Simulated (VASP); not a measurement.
# Si: relaxation of cell and atoms with r2SCAN+rVV10

Si, a slab with vacuum:

```
Si
1.0
     3.85391    0.00000    0.00000
    -1.92696    3.33759    0.00000
     0.00000    0.00000   18.44400
Si
2
Direct
  0.33333 0.66667 0.50999
  0.66667 0.33333 0.49001
```

The cell was built by a generator and needn't be a form met in nature.

```
Program                : VASP 6.6.1
Task                   : relaxation of cell and atoms
Functional             : r2SCAN
Dispersion             : rVV10
Potentials or basis    : VASP PAW PBE potentials, release 64 (Si)
Cutoff                 : 600 eV
k mesh                 : 9 × 9 × 1
Occupations            : gaussian, width 0.03 eV
Spin                   : no spin polarisation
Further INCAR settings : ALGO = Normal; EDIFF = 1e-07; IBRION = 2; EDIFFG = -0.005; NSW = 90; ISIF = 3
```

```
Band gap on the k mesh : none (metal or under the smearing width)
```

Final structure:
```
Si
1.0
     3.85391    0.00000    0.00000
    -1.92696    3.33759    0.00000
     0.00000    0.00000   18.44400
Si
2
Direct
  0.33333 0.66667 0.50999
  0.66667 0.33333 0.49001
```

Levels at points of the mesh, in eV from the Fermi level:
| k point | band 1 | band 2 | band 3 | band 4 | band 5 | band 6 | band 7 | band 8 |
| --- | --- | --- | --- | --- | --- | --- | --- | --- |
| (0.00, 0.00, 0.00) | -11.82 | -3.40 | -1.52 | -1.52 | 2.34 | 2.98 | 3.08 | 3.08 |

Run time: 19 min on 1 thread of Intel(R) Xeon(R) Platinum 8375C CPU @ 2.90GHz (Ice Lake) (shared host), peak memory 0.94 GiB.

Caveat: the relaxation stopped at its first step, so nothing moved.
